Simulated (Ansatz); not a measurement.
Results of BLYP (PAW; Ansatz, a quantum-chemistry and plane-wave program) for L1₀ (CuAu-type) CoPt.

Run with plane-wave cutoff 520 eV, 20×20×16 k mesh (along the axes of the cell as run), Fermi–Dirac smearing 0.05 eV, spin-polarised with parallel moments, scalar-relativistic PAW data made under PBE.

Cell (measured lattice):

```xyz
2
Lattice="2.6940 0.0000 0.0000 0.0000 2.6940 0.0000 0.0000 0.0000 3.7070" Properties=species:S:1:pos:R:3 pbc="T T T"
Co     0.0000     0.0000     0.0000
Pt     1.3470     1.3470     1.8535
```
Starting moments (μB, in the order of the record's atoms Co Pt): 2.0 0.0.

Q: What does this level give for the magnetic moment (largest site, within a sphere)?

A: 
- magnetic moment (largest site, within a sphere) = 1.88 μB

The run finds no gap.

Note: cell and atoms aren't relaxed at this level (pressure 12.8 GPa).

Moments are spin moments.

Spin–orbit coupling is not included.
